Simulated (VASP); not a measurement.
Wanted: the native input for a VASP 6.6.1 run.

```
Task                               : single point
Functional                         : HSE06
Potentials or basis                : VASP PAW PBE potentials, release 64 (Be, S)
Cutoff                             : 520 eV
k mesh                             : 6 × 6 × 6
Occupations                        : gaussian, width 0.01 eV
Spin                               : no spin polarisation
Dipole correction                  : no
Exchange at q = 0                  : truncated
Grid for exact exchange (PRECFOCK) : Normal
Screening parameter                : 0.2079 1/A
Further INCAR settings             : ALGO = Normal; EDIFF = 1e-06; NBANDS = 11
```

Crystal: BeS.

```
CELL_PARAMETERS angstrom
0.00000 2.51147 2.51147
2.51147 0.00000 2.51147
2.51147 2.51147 0.00000
ATOMIC_POSITIONS crystal
Be 0.00000 0.00000 0.00000
S 0.25000 0.25000 0.25000
```

The cell was built by a generator and needn't be a form met in nature.

The cell isn't the ideal one: hydrostatic strain +3.2%.

The input as run:

POSCAR

```
BeS
1.0
    0.0000000000      2.5114737379      2.5114737379
    2.5114737379      0.0000000000      2.5114737379
    2.5114737379      2.5114737379      0.0000000000
Be S
1 1
Direct
    0.0000000000      0.0000000000      0.0000000000
    0.2500000000      0.2500000000      0.2500000000
```

INCAR.step1

```
SYSTEM = BeS
ALGO     = Normal         ! electronic algorithm
EDIFF    = 1E-5           ! SCF threshold, eV
ENCUT    = 520            ! plane-wave cutoff, eV
GGA      = PE             ! functional
ISIF     = 2              ! what is computed and relaxed
ISMEAR   = 0              ! smearing method
LASPH    = .TRUE.         ! aspherical terms in the spheres
LCHARG   = .FALSE.        ! write CHGCAR
LREAL    = .FALSE.        ! projectors in reciprocal space
LWAVE    = .TRUE.         ! write WAVECAR
NBANDS   = 11             ! bands
NELM     = 100            ! most SCF steps
PREC     = Accurate       ! precision mode
SIGMA    = 0.01           ! smearing width, eV
```

INCAR.step2

```
SYSTEM = BeS
ALGO     = Normal         ! electronic algorithm
EDIFF    = 1E-6           ! SCF threshold, eV
ENCUT    = 520            ! plane-wave cutoff, eV
GGA      = PE             ! functional
HFSCREEN = 0.2079         ! screening, 1/A
ISIF     = 2              ! what is computed and relaxed
ISMEAR   = 0              ! smearing method
ISTART   = 1            
LASPH    = .TRUE.         ! aspherical terms in the spheres
LCHARG   = .FALSE.        ! write CHGCAR
LHFCALC  = .TRUE.         ! exact exchange
LREAL    = .FALSE.        ! projectors in reciprocal space
LWAVE    = .FALSE.        ! write WAVECAR
NBANDS   = 11             ! bands
NELM     = 100            ! most SCF steps
PREC     = Accurate       ! precision mode
PRECFOCK = Normal       
SIGMA    = 0.01           ! smearing width, eV
```

KPOINTS

```
k-points
0
G
  6 6 6
  0 0 0
```

Potentials or basis: VASP PAW PBE potentials, release 64 (Be, S).

The run is started by

```console
$ cat potpaw_PBE.64/Be/POTCAR potpaw_PBE.64/S/POTCAR > POTCAR
$ cp INCAR.step1 INCAR
$ mpirun -np 1 vasp_std > vasp.out
$ cp INCAR.step2 INCAR
$ mpirun -np 1 vasp_std > vasp.out
```

Results of the run:

* Pressure: -8.5 GPa
* Band gap on the k mesh: 4.27 eV, indirect (least direct gap 6.16 eV)

Caveat: the PAW data sets were made with another functional, which shifts forces and pressure a little.

It took 4.6 min on 1 thread of AMD EPYC 9R14 (Zen 4) (shared host), peak memory 0.22 GiB.
